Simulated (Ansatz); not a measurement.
# Co (diamond type): how the settings move a single-point run

Aim: see which settings change the result for Co (diamond type), by how much, and at what cost.

Program: Ansatz 0.2.0. Level of theory: reference: DFT, LDA, all-electron LAPW, scalar-relativistic. These are calculated values, not measurements.

### 1 The structure to begin with

The structure is cubic, space group Fd-3m (No. 227). Conventional cell: a = 3.927 Å, b = 3.927 Å, c = 3.927 Å, α = 90.00°, β = 90.00°, γ = 90.00°. Co (site symmetry -43m) is surrounded by 4 Co at 1.70 Å.

Coordinates:

```
CELL_PARAMETERS angstrom
0.00000 1.96373 1.96373
1.96373 0.00000 1.96373
1.96373 1.96373 0.00000
ATOMIC_POSITIONS crystal
Co 0.87500 0.87500 0.87500
Co 0.12500 0.12500 0.12500
```

### 2 Reference

Input file input.yaml:

```yaml
crystal:
  lattice:
    - [0.0, 1.9637312389, 1.9637312389]
    - [1.9637312389, 0.0, 1.9637312389]
    - [1.9637312389, 1.9637312389, 0.0]
  atoms:
    - { symbol: Co, position: [-0.125, -0.125, -0.125], spin: 1.7 }
    - { symbol: Co, position: [0.125, 0.125, 0.125], spin: 1.7 }
magnetization:
  spin_polarized: true
kpoints:
  mp_grid: { grid: [16, 16, 16] }
scf:
  occupations: { method: fermi_dirac, width: 0.1 }
hamiltonian:
  xc: lda
  pseudopotentials: { kind: all_electron, lapw: { basis_error: 0.001 } }
output:
  forces: true
  stress: true
  eigenvalues: true
  populations: true
```

On the command line:

```sh
> ansatz run input.yaml --threads 1 --pin off --max-ram 3072MiB --backend cpu --events-out ev --progress --plain --runs-dir out
```

### 3 Changing settings: preconditioner resta, xc pbe, accuracy high

input.yaml, as its differences from that of step 2:

```diff
@@ -14,4 +14,5 @@
   occupations: { method: fermi_dirac, width: 0.1 }
+  mixing: { preconditioner: resta }
 hamiltonian:
-  xc: lda
+  xc: pbe
   pseudopotentials: { kind: all_electron, lapw: { basis_error: 0.001 } }
@@ -22 +23,2 @@
   populations: true
+accuracy: high
```

What does the calculation give? Wanted: for each run, ending; energy change; pressure; gap; force.

The runs gave:

| run | ending | energy change | pressure (GPa) | gap (eV) | force (eV/Å) | cycles | time |
| --- | --- | --- | --- | --- | --- | --- | --- |
| reference | converged | - | 378.6 | 0.00 | 0.00 | 10 | 50 s |
| 1: preconditioner resta, xc pbe, accuracy high | converged | not comparable | 413.6 | 0.00 | 0.00 | 9 | 49 s |

Residual by cycle in the longest SCF loop of each run; runs are numbered as in the table. The quantity is the density residual dr2, in eV.

| cycle | reference | run 1 |
| --- | --- | --- |
| 1 | 0.872 | 0.817 |
| 2 | 0.51 | 0.206 |
| 3 | 0.09 | 0.227 |
| 4 | 0.0154 | 0.00538 |
| 5 | 0.0054 | 1.5e-4 |
| 6 | 7.3e-5 | 1.1e-6 |
| 7 | 2.6e-7 | 1.5e-9 |
| 8 | 2.2e-8 | 7.6e-12 |
| 9 | 3.3e-9 | 6.1e-13 |
| 10 | 4.9e-11 | - |

Total energies don't compare across a change of functional; the pressure goes from 378.6 to 413.6 GPa. The accuracy level changed too. The structure is not at rest: the sound run finds 379 GPa, so these are no properties of the relaxed crystal. 
